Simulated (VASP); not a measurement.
# CdS (Greenockite) (P6_3mc) in VASP: a series of runs, part 2 of 2

VASP 6.6.1.

## Step 3: Single point, PBE

INCAR reads:

```
SYSTEM = CdS
PREC = Accurate
ENCUT = 520
EDIFF = 1E-7
ISMEAR = 0
SIGMA = 0.016
LREAL = .False.
LASPH = .True.
NELM = 80
ALGO = Normal
ISIF = 2
LWAVE = .False.
LCHARG = .False.
GGA = PE
```

KPOINTS reads:

```
Automatic mesh
0
Gamma
  7 7 4
  0 0 0
```

POSCAR reads:

```
CdS
1.0
    4.1500000000      0.0000000000      0.0000000000
   -2.0750000000      3.5940054257      0.0000000000
    0.0000000000      0.0000000000      6.7370000000
Cd S
2 2
Direct
    0.6666666667      0.3333333333      0.5000000000
    0.3333333333      0.6666666667      0.0000000000
    0.6666666667      0.3333333333      0.8750000000
    0.3333333333      0.6666666667      0.3750000000
```

Potentials or basis: VASP PAW PBE potentials, release 64 (Cd, S).

On the command line:

```
> cat potpaw_PBE.64/Cd/POTCAR potpaw_PBE.64/S/POTCAR > POTCAR
> mpirun -np 1 vasp_std > vasp.out
```

OUTCAR:

```text
SYSTEM = CdS
   PREC = Accurate
   ENCUT = 520
   EDIFF = 1E-7
   ISMEAR = 0
   LREAL = .False.
   LASPH = .True.
   NELM = 80
   ISIF = 2
   GGA = PE

 ion  position               nearest neighbor table
   1  0.667  0.333  0.500-   3 2.53   4 2.54   4 2.54   4 2.54
   2  0.333  0.667  0.000-   4 2.53   3 2.54   3 2.54   3 2.54
   3  0.667  0.333  0.875-   1 2.53   2 2.54   2 2.54   2 2.54
   4  0.333  0.667  0.375-   2 2.53   1 2.54   1 2.54   1 2.54

  LATTYP: Found a hexagonal cell.
 ALAT       =     4.1500000000
 C/A-ratio  =     1.6233734940
[... 798 lines left out ...]
  Direction    XX          YY          ZZ          XY          YZ          ZX
  --------------------------------------------------------------------------------------
  -------------------------------------------------------------------------------------
  Total        1.3790118      1.3790118      1.7910661     -0.0000000      0.0000000      0.0000000
  in kB       21.9879722     21.9879722     28.5580673     -0.0000000      0.0000000      0.0000000
  external PRESSURE =      24.1780039 kB  Pullay stress =       0.0000000 kB

 VOLUME and BASIS-vectors are now :
 -----------------------------------------------------------------------------
  energy-cutoff  :      520.00
  volume of cell :      100.48
      direct lattice vectors                 reciprocal lattice vectors
     4.150000000  0.000000000  0.000000000     0.240963855  0.139120547  0.000000000
    -2.075000000  3.594005426  0.000000000     0.000000000  0.278241094  0.000000000
     0.000000000  0.000000000  6.737000000     0.000000000  0.000000000  0.148434021

 POSITION                                       TOTAL-FORCE (eV/Angst)
 -----------------------------------------------------------------------------------
      2.07500      1.19800      3.36850         0.000000     -0.000000     -0.069319
     -0.00000      2.39600      0.00000        -0.000000      0.000000     -0.069319
      2.07500      1.19800      5.89487        -0.000000     -0.000000      0.069319
     -0.00000      2.39600      2.52637         0.000000      0.000000      0.069319
 -----------------------------------------------------------------------------------
    total drift:                               -0.000000     -0.000000     -0.000657

  FREE ENERGIE OF THE ION-ELECTRON SYSTEM (eV)
  ---------------------------------------------------
  free  energy   TOTEN  =       -12.2671472733 eV

  energy  without entropy=      -12.2671472733  energy(sigma->0) =      -12.26714727
```

stdout:

```text
POSCAR found type information on POSCAR CdS
 POSCAR found :  2 types and       4 ions
 scaLAPACK will be used
 LDA part: xc-table for (Slater+PW92), standard interpolation
 POSCAR, INCAR and KPOINTS ok, starting setup
 FFT: planning ... GRIDC
 FFT: planning ... GRID_SOFT
 FFT: planning ... GRID
 WAVECAR not read
 entering main loop
```

Run time: 29 s. Hardware: 1 thread of Intel Xeon Platinum 8488C (Sapphire Rapids), shared host; peak memory 0.23 GiB.

What came out:

- Free energy: -12.2671 eV
- Pressure: 2.4 GPa
- Largest force: 0.069 eV/Å
- Band gap on the k mesh: 1.20 eV, direct

Forces in eV/Å, atoms in the order of the input:
```
Cd   0.000  0.000 -0.069
Cd   0.000  0.000 -0.069
S    0.000  0.000  0.069
S    0.000  0.000  0.069
```

Levels at points of the mesh, in eV from the valence-band top:
```csv
k point,band 14,band 15,band 16,band 17,band 18,band 19,band 20,band 21,band 22
"(0.00, 0.00, 0.00)",-0.76,-0.76,-0.04,0.00,0.00,1.20,2.79,6.47,6.47
"(0.00, 0.00, 0.50)",-2.45,-0.39,-0.39,-0.39,-0.39,2.85,2.85,6.20,6.20
```

## Step 4: The reference run

An earlier run on the cell as given: functional PBEsol; potentials or basis VASP PAW PBE potentials, release 64 (Cd, S); cutoff 520 eV; k mesh 7 × 7 × 4; occupations fermi-dirac, width 0.05 eV; no spin polarisation.

* Pressure: -0.6 GPa
* Largest force: 0.067 eV/Å
* Band gap on the k mesh: 1.06 eV, direct

## Step 5: Summary

```csv
level,smearing,ladder,gap on the mesh (eV),pressure (GPa),largest force (eV/Å)
PBE,gaussian 0.027 eV,-,1.20,2.4,0.07
PBE,gaussian 0.016 eV,-,1.20,2.4,0.07
PBEsol,fermi-dirac 0.05 eV,free,1.06,-0.6,0.07
```

Alike in all rows: task single point; potentials or basis VASP PAW PBE potentials, release 64 (Cd, S); no spin polarisation; cell as given; k mesh 7 × 7 × 4; cutoff (eV) 520.

On the cell as given the gap runs from 1.06 eV (PBEsol) to 1.20 eV (PBE). The pressure there spans -0.6 GPa (PBEsol) to 2.4 GPa (PBE); a positive pressure means that this level wants a larger cell, a negative one a smaller.

Caveats: the PAW data sets were made with another functional, which shifts forces and pressure a little (some runs).

Total energies depend on the potentials used, so only differences within one code and one set of settings carry meaning.

## Step 6: Comparison with measurements

Step 2. A measured gap of CdS is 2.5809 eV (quoted in “Isotope dependence of band-gap energy”, 2008, arxiv:0807.2152); the calculated 1.20 eV misses it by -1.38 eV. So large a miss can be the level of theory's own, or it may mean another phase, state or a wrong row. Spin-orbit coupling on Cd is left out. The value is that of PBE, without temperature or zero-point motion. Semilocal functionals fall short of measured gaps as a rule.

Step 3. Against the measured gap of CdS, 2.5809 eV (quoted in “Isotope dependence of band-gap energy”, 2008, arxiv:0807.2152), the calculated 1.20 eV is off by -1.38 eV. So large a miss can be the level of theory's own, or it may mean another phase, state or a wrong row. Spin-orbit coupling on Cd is left out. The value is that of PBE, without temperature or zero-point motion. Semilocal functionals fall short of measured gaps as a rule.
